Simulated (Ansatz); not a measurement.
BaTe: two-dimensional strain map

The calculation used DFT LDA, scalar-relativistic, plane waves, PAW (Ansatz 0.2.0). Cutoff 420 eV, Γ-centred 8×8×8 k-points, Gaussian smearing of 0.05 eV. Spin–orbit coupling is left out, which matters for the heavy elements here. No spin polarisation. Energies are free energies at this smearing, counted from the undisturbed cell; pressure is positive in compression.

The undisturbed cell (relaxed at this level; this CsCl-type form isn't the usual structure):

```
Ba Te
1.0
     4.11668    0.00000    0.00000
     0.00000    4.11668    0.00000
     0.00000    0.00000    4.11668
Ba Te
1 1
Direct
  0.00000 0.00000 0.00000
  0.50000 0.50000 0.50000
```

The cell is strained by p along both x and y and by q along z, fractional coordinates fixed. Points are written (p, q).

Energy above the undisturbed cell in meV/atom (a dash: not computed):

```
 p \ q  -0.050  -0.025  0.000  0.025  0.050
-0.050   114.3    80.7   62.6   58.4   67.0
-0.025    51.5    25.8      –      –      –
 0.000       –       –    0.0      –      –
```

Pressure in GPa:

```
 p \ q  -0.050  -0.025  0.000  0.025  0.050
-0.050     8.5     6.6    5.0    3.5    2.2
-0.025     5.0     3.5      –      –      –
 0.000       –       –    0.0      –      –
```

Gap on the k-mesh in eV:

```
 p \ q  -0.050  -0.025  0.000  0.025  0.050
-0.050    0.09    0.06   0.00   0.00   0.00
-0.025    0.06    0.33      –      –      –
 0.000       –       –   0.54      –      –
```

Where the gap reads zero the k-mesh, chosen for the insulator, is on the coarse side.